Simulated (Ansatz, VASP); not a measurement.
# HfB2: VASP beside Ansatz

```
Hf B
1.0
     3.13268    0.00000    0.00000
    -1.56634    2.71298    0.00000
     0.00000    0.00000    3.47921
Hf B
1 2
Direct
  0.00000 0.00000 0.00000
  0.35000 0.67500 0.50000
  0.65000 0.32500 0.50000
```

Change from the starting cell: shortest bond scaled by 1.05, LAPW.

Alike in both runs: task single point; functional PBEsol; k mesh 10 × 10 × 8; occupations fermi-dirac, width 0.05 eV; no spin polarisation.

```csv
,VASP,Ansatz
version,VASP 6.6.1,Ansatz 0.2.0
potentials or method,"VASP PAW PBE potentials, release 64 (Hf_pv, B), cutoff 520 eV","all-electron LAPW, scalar-relativistic"
```

```csv
,VASP,Ansatz,Ansatz less VASP
pressure (GPa),-2.6,-2.4,+0.16
largest component of the traceless stress (GPa),1.88,2.02,+0.136
rms of the force components (eV/Å),0.509,0.503,-0.0061
```

Atom by atom the forces differ by 0.006 eV/Å (rms over components). Ansatz ran all-electron here, so the differences hold the error of VASP's frozen core and of both bases.

Caveats: the PAW data sets were made with another functional, which shifts forces and pressure a little (VASP). The runs have no spin-orbit coupling, so splittings on Hf are missing.
